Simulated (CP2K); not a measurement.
## NbAs in CP2K: the effect of functional

Crystal: NbAs.

```
CELL_PARAMETERS angstrom
3.45170 0.00000 0.00000
0.00000 3.45170 0.00000
-1.72585 -1.72585 5.84000
ATOMIC_POSITIONS crystal
Nb 0.00000 0.50000 0.00000
Nb 0.25000 0.25000 0.50000
As 0.58400 0.08400 0.16800
As 0.83400 0.83400 0.66800
```

Alike in all runs:

| Item | Value |
| --- | --- |
| Program | CP2K 2026.2 |
| Task | band structure |
| Potentials or basis | POTENTIAL_UZH Nb GTH-PBE-q13, As GTH-PBE-q5; TZVP-MOLOPT-PBE-GTH basis |
| Density cutoff | 9184 eV |
| k mesh | 8 × 8 × 8 |
| Occupations | fermi-dirac, width 0.05 eV |
| Spin | no spin polarisation |

```csv
functional,pressure (GPa)
LDA,0.0
PBEsol,1.4
vdW-DF-cx,3.0
RPBE,6.9
rev-vdW-DF2,?
TASK,7.2
```

Problem. What does the run with functional rev-vdW-DF2 give?

Solution. Pressure 4.9 GPa.

Caveats: the potentials were made for another functional, which shifts forces and pressure; the basis of atomic orbitals isn't converged, which shifts pressures, moduli and gaps.

Runs at the PBE level aren't shown here.
